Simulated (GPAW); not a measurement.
GaN, 2 atoms in the cell. The structure is cubic, space group F-43m (No. 216). Conventional cell: a = 4.507 Å, b = 4.507 Å, c = 4.507 Å, α = 90.00°, β = 90.00°, γ = 90.00°. Around Ga (site symmetry -43m) lie 4 N at 1.95 Å. N (site symmetry -43m) is surrounded by 4 Ga at 1.95 Å. The cell is a database's computed one.

| Item | Value |
| --- | --- |
| Program | GPAW 26.7.0 |
| Task | single point |
| Functional | PBE0 |
| Potentials or basis | GPAW PAW data sets (gpaw-data 1.2.1) |
| Cutoff | 600 eV |
| Basis | pw |
| k mesh | 5 × 5 × 5 |
| Occupations | fermi-dirac, width 0.05 eV |
| Spin | no spin polarisation |
| Ranks | 4 |
| Maxiter | 60 |

Potentials or basis: GPAW PAW data sets (gpaw-data 1.2.1), pw.

Command:

```sh
$ OMP_NUM_THREADS=1 mpirun -n 4 gpaw python run.py
```

Hardware: 4 MPI ranks on Arm Neoverse V1, with other jobs on the host.

Problem. How long does it take, and how much memory?

Solution. Wall time 6.6 min on 4 MPI ranks on Arm Neoverse V1 (shared host), peak memory 0.19 GiB a rank. Counts: scf iterations 19, plane waves 785, bands 9, k points 10.
